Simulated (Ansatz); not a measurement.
ZrN, DFT, PBEsol, all-electron PAW with datasets made for the crystal, scalar-relativistic (Ansatz 0.2.0), run on 1 thread of Arm Neoverse V1 on a shared host.

The geometry is COD entry 4303945, unchecked; take it as a test cell. The listed cell was then made from it by scaling, straining or moving an atom.

Command: `ansatz run input.yaml --threads 1 --pin off --max-ram 3072MiB --backend cpu --events-out ev --progress --plain --runs-dir out`

```yaml
crystal:
  lattice:
    - [0.0, 2.2157031, 2.28423]
    - [2.2157031, 0.0, 2.28423]
    - [2.2157031, 2.2157031, 0.0]
  atoms:
    - { symbol: Zr, position: [0.0, 0.0, 0.0] }
    - { symbol: "N", position: [0.5, 0.5, 0.5] }
kpoints:
  mp_grid: { grid: [9, 9, 9] }
scf:
  occupations: { method: fermi_dirac, width: 0.01 }
hamiltonian:
  xc: pbesol
  pseudopotentials: { kind: all_electron, datasets: crystal }
output:
  forces: true
  stress: true
  eigenvalues: true
  efg: { contact_densities: true }
```

Question: How large is the problem that the program sets up?

Answer: 75 irreducible k-points, 331 plane waves at Γ, 15 bands.

Question: About how long does it take, and how much memory does it use?

Answer: 8.5 s of wall time for 9 SCF iterations, with a peak of 0.41 GiB. Times on shared machines scatter by tens of per cent.

Question: And the same cell and mesh by frozen-core PAW, asked for forces, stress, eigenvalues, efg, on the same hardware?

Answer: 3 s, peak memory 0.34 GiB.
